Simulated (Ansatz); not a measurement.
Write the native input for Ansatz 0.2.0 that does the following.

* Task: relaxation of cell and atoms
* Functional: RPBE
* Potentials or basis: Ansatz PAW
* Cutoff: 420 eV (not typed: the program's choice for these potentials)
* k mesh: 8 × 8 × 3
* Occupations: fermi-dirac, width 0.05 eV
* Spin: no spin polarisation

Y:

```xyz
4
Lattice="3.6425 0.0000 0.0000 -1.8213 3.1545 0.0000 0.0000 0.0000 11.8441" Properties=species:S:1:pos:R:3 pbc="T T T"
Y     1.8213    1.0515    8.8831
Y     0.0000    0.0000    5.9221
Y     0.0000    2.1030    2.9610
Y     0.0000    0.0000    0.0000
```

The input as run:

input.yaml

```yaml
crystal:
  lattice:
    - [3.6425441402, 0.0, 0.0]
    - [-1.8212720701, 3.1545357598, 0.0]
    - [0.0, 0.0, 11.84413035]
  atoms:
    - { symbol: "Y", position: [0.6666666667, 0.3333333333, 0.75] }
    - { symbol: "Y", position: [0.0, 0.0, 0.5] }
    - { symbol: "Y", position: [0.3333333333, 0.6666666667, 0.25] }
    - { symbol: "Y", position: [0.0, 0.0, 0.0] }
hamiltonian:
  xc: rpbe
  pseudopotentials: { kind: paw }
kpoints:
  mp_grid: { grid: [8, 8, 3] }
scf:
  occupations: { method: fermi_dirac, width: 0.05 }
output:
  forces: true
  stress: true
  eigenvalues: true
relax:
  f_tol: 0.01
  max_steps: 40
  cell: { stress_tol: 0.05 }
```

Potentials or basis: Ansatz PAW.

Launch:

```bash
$ ansatz run input.yaml --threads 2 --pin off --max-ram 5632MiB --backend cpu --events-out ev --progress --plain --runs-dir out
```

It gave:

```
Relaxed volume                         : 33.80 Å³/atom
Relaxed cell                           : a = 3.645 Å, b = 3.645 Å, c = 11.752 Å, α = 90.00°, β = 90.00°, γ = 120.00°
Space group after relaxing (to 0.05 Å) : P6_3/mmc (No. 194)
Energy gained by relaxing              : 0.6 meV/atom
Ionic steps                            : 3
Pressure after relaxing                : 0.0 GPa
Band gap on the k mesh                 : none (metal or under the smearing width)
```

Caveat: the plane-wave basis is chosen anew once the cell has moved, so the energies of steps on either side of that aren't comparable; the PAW data sets come from PBE, with cores solved anew for the run's functional, which leaves a small shift of forces and pressure.

Run time: 5.7 s on 2 threads of Arm Neoverse V2 (shared host), peak memory 0.4 GiB.
